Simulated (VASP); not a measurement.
# GaN: optical spectrum of independent particles, by functional

GaN, P6_3mc (no. 186), 4 atoms in the cell.

| Functional | ε at zero frequency, electronic | Mean energy of the absorption, weighted by Im ε (eV) | Refractive index at 633 nm | Refractive index at 1064 nm | Direct gap on the mesh (eV) | Time (s) |
|---|---|---|---|---|---|---|
| HSE06 | 4.70 | 10.81 | 2.23 | 2.19 | 3.27 | 1473 |
| DDH | 4.24 | 11.45 | 2.10 | 2.08 | 3.73 | 1194 |
| PBE0 | 4.13 | 11.58 | 2.07 | 2.05 | 3.97 | 1301 |

Limits: The 6×6×4 mesh is coarse for a spectrum: peaks stand apart that a denser mesh merges; the pull between electron and hole is left out.

## Input of the first row

INCAR.step1:
```
SYSTEM = GaN
PREC = Accurate
ENCUT = 460
ISMEAR = 0
SIGMA = 0.02
EDIFF = 1E-5
LASPH = .TRUE.
KPAR = 4
LWAVE = .TRUE.
LCHARG = .FALSE.
NBANDS = 42
```

INCAR.step2:
```
SYSTEM = GaN
PREC = Accurate
ENCUT = 460
ISMEAR = 0
SIGMA = 0.02
EDIFF = 1E-7
LASPH = .TRUE.
KPAR = 4
LWAVE = .TRUE.
LCHARG = .FALSE.
LOPTICS = .TRUE.
ALGO = Normal
NBANDS = 42
NEDOS = 2000
CSHIFT = 0.1
GGA = PE
LHFCALC = .TRUE.
HFSCREEN = 0.2
ISTART = 1
PRECFOCK = Fast
```

KPOINTS:
```
k-points
0
Gamma
  6 6 4
```

POSCAR:
```
GaN
1.0
    3.1800000000      0.0000000000      0.0000000000
   -1.5900000000      2.7539607840      0.0000000000
    0.0000000000      0.0000000000      5.1660000000
Ga N
2 2
Direct
    0.6666666667      0.3333333333      0.5000000000
    0.3333333333      0.6666666667      0.0000000000
    0.6666666667      0.3333333333      0.8750000000
    0.3333333333      0.6666666667      0.3750000000
```

Commands (each step's output is kept before the next begins):
```
cat potpaw_PBE.64/Ga_d/POTCAR potpaw_PBE.64/N/POTCAR > POTCAR
cp INCAR.step1 INCAR
mpirun -np 4 vasp_std > vasp.out
cp INCAR.step2 INCAR
mpirun -np 4 vasp_std > vasp.out
```

Changes of the last row against the first:
```
(step 2)
- HFSCREEN = 0.2
+ AEXX = 0.25
```

VASP 6.6.1 took 1473 s on 4 cores (Intel Xeon 6975P-C (Granite Rapids)), a shared host.
